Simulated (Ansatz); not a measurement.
## TiC: levels with and without spin–orbit coupling

```yaml
crystal:
  lattice:
    - [0.00000, 2.16400, 2.16400]
    - [2.16400, 0.00000, 2.16400]
    - [2.16400, 2.16400, 0.00000]
  atoms:
    - { symbol: Ti, position: [0.00000, 0.00000, 0.00000] }
    - { symbol: C, position: [0.50000, 0.50000, 0.50000] }
```

Atoms are numbered in the order listed.

The cell is COD entry 9012564, as deposited and not checked against the literature; nothing was relaxed.

Levels of theory: DFT, PBE, all-electron LAPW, scalar-relativistic (Ansatz 0.2.0); DFT, PBE, all-electron LAPW, Dirac equation with spin-orbit coupling (Ansatz 0.2.0).

Settings: a Γ-centred 16×16×16 k mesh, Fermi–Dirac smearing of 0.03 eV, basis error target 1 meV/atom, no spin polarisation.

Levels between -6 and 1 eV, each run counted from its own valence-band top where it has a gap, else its Fermi level. Scalar levels are listed once for both spins; with the coupling every spinor state is counted. Levels near the edges of the range can cross them.

**Question.** At Γ (0.000, 0.000, 0.000) the scalar-relativistic levels are 0.71 (×3). What are they with spin–orbit coupling?

**Answer.** 0.70 (×4), 0.72 (×2).

**Question.** At W (0.500, 0.250, 0.750) the scalar-relativistic levels are -3.14 (×2), -2.70. What are they with spin–orbit coupling?

**Answer.** -3.16 (×2), -3.12 (×2), -2.70 (×2).
